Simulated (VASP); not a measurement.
A run of VASP 6.6.1 is set up as follows.

INCAR

```
SYSTEM = Y
PREC     = Accurate       ! precision mode
ENCUT    = 520            ! plane-wave cutoff, eV
EDIFF    = 1E-6           ! SCF threshold, eV
ISMEAR   = 0              ! smearing method
SIGMA    = 0.1            ! smearing width, eV
LREAL    = .False.        ! projectors in reciprocal space
LASPH    = .True.         ! aspherical terms in the spheres
NELM     = 60             ! most SCF steps
ALGO     = Fast           ! electronic algorithm
ISIF     = 2              ! what is computed and relaxed
LWAVE    = .False.        ! write WAVECAR
LCHARG   = .False.        ! write CHGCAR
GGA      = PS             ! functional
NBANDS   = 18             ! bands
```

File KPOINTS:

```
regular mesh
0
Gamma
  15 15 8
  0 0 0
```

The input POSCAR:

```
Y
1.0
    3.6425693900      0.0000000000      0.0000000000
   -1.8212847000      3.1545576300      0.0000000000
    0.0000000000      0.0000000000      5.8791583500
Y
2
Direct
    0.3333333300      0.6666666700      0.2500000000
    0.6666666700      0.3333333300      0.7500000000
```

Potentials or basis: VASP PAW PBE potentials, release 64 (Y_sv).

Run with:

```sh
$ cat potpaw_PBE.64/Y_sv/POTCAR > POTCAR
$ mpirun -np 1 vasp_std > vasp.out
```

(1) Predict the pressure.

(2) Predict the band gap on the k mesh.

Answers

(1) -3.0 GPa.

(2) none (metal or under the smearing width).

Caveat: the PAW data sets were made with another functional, which shifts forces and pressure a little.
